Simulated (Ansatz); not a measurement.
**MoS2: how the settings move a single-point run**

Aim: see which settings change the result for MoS2, by how much, and at what cost. The cell is built on a prototype (CdI2 type) and needn't be the phase found in nature.

Program: Ansatz 0.2.0. Level of theory: reference: DFT, PBE, plane waves, PAW. These are calculated values, not measurements.

7 further runs of the same task are left out: 1 for a known fault of the program, 6 that didn't finish.

## 1. The system as given

It takes space group P-3m1 (No. 164, trigonal). The conventional cell has a = 3.220 Å, b = 3.220 Å, c = 5.945 Å, α = 90.00°, β = 90.00°, γ = 120.00°. Mo (site symmetry -3m) has 6 S at 2.42 Å as nearest neighbours. S (site symmetry 3m) is surrounded by 3 Mo at 2.42 Å.

Coordinates:

```
CELL_PARAMETERS angstrom
3.22024 0.00000 0.00000
-1.61012 2.78881 0.00000
0.00000 0.00000 5.94503
ATOMIC_POSITIONS crystal
Mo 0.00000 0.00000 0.00000
S 0.33333 0.66667 0.26003
S 0.66667 0.33333 0.73997
```

## 2. The reference run

The input, input.yaml:

```yaml
crystal:
  lattice:
    - [3.2202374436, 0.0, 0.0]
    - [-1.6101187218, 2.7888074324, 0.0]
    - [0.0, 0.0, 5.9450268531]
  atoms:
    - { symbol: Mo, position: [0.0, 0.0, 0.0] }
    - { symbol: S, position: [0.3333333333, 0.6666666667, 0.2600310815] }
    - { symbol: S, position: [0.6666666667, 0.3333333333, 0.7399689185] }
kpoints:
  mp_grid: { grid: [6, 6, 4] }
hamiltonian:
  xc: pbe
scf:
  occupations: { method: fermi_dirac, width: 0.02 }
  n_extra_bands: 4
output:
  forces: true
  stress: true
  eigenvalues: true
```

Started as:

```bash
$ ansatz run input.yaml --threads 4 --pin off --max-ram 3686MiB --backend cpu --events-out ev --progress --plain --runs-dir out
```

## 3. Changing settings: ecutwfc 250

input.yaml, as its differences from that of step 2:

```diff
@@ -20 +20,3 @@
   eigenvalues: true
+basis:
+  ecutwfc: 250
```

## 4. Changed: mixing.ndim 30

input.yaml, as its differences from that of step 2:

```diff
@@ -16,2 +16,4 @@
   n_extra_bands: 4
+  mixing: { ndim: 30 }
+  max_iter: 95
 output:
```

## 5. Variant: xc mr2scan

input.yaml, as its differences from that of step 2:

```diff
@@ -12,3 +12,3 @@
 hamiltonian:
-  xc: pbe
+  xc: mr2scan
 scf:
```

Q: Predict the outcome of this session. Wanted: for each run, ending; energy change; pressure; gap; force.

The runs gave:

```
              run     ending    energy change  pressure (GPa)  gap (eV)  force (eV/Å)  cycles    time
        reference  converged                0             2.3      0.00          0.14       6  0.64 s
   1: ecutwfc 250  converged  +243.0 meV/atom             2.9      0.00          0.22       7  0.37 s
2: mixing.ndim 30  converged     0.0 meV/atom             2.3      0.00          0.14       6   0.5 s
    3: xc mr2scan  converged   not comparable             1.2      0.00          0.09       7   1.3 s
```

Residual by cycle in the longest SCF loop of each run; runs are numbered as in the table. The quantity is the density residual dr2, in eV.

```
cycle  reference    run 1    run 2   run 3
    1     0.0314    0.107   0.0314    0.19
    2    0.00185  0.00738  0.00185    0.93
    3     5.0e-4   7.0e-4   5.0e-4  0.0115
    4     2.2e-5   4.8e-5   2.2e-5  1.9e-4
    5     1.2e-7   1.5e-6   1.2e-7  1.2e-5
    6     1.1e-8   1.3e-7   1.1e-8  1.0e-6
    7          -   2.6e-9        -  8.5e-8
```

**Reading.** Of the converged runs whose energies compare with the reference's, «ecutwfc 250» moves the energy most (+243.0 meV/atom) and «mixing.ndim 30» least (0.0 meV/atom). Run 1 ran under the cutoff that the potentials recommend, as the log warns, so basis error is mixed into its values, and swamps them where the cutoff is far short. The reference has no spin polarisation; with Mo present, a magnetic state may lie lower.
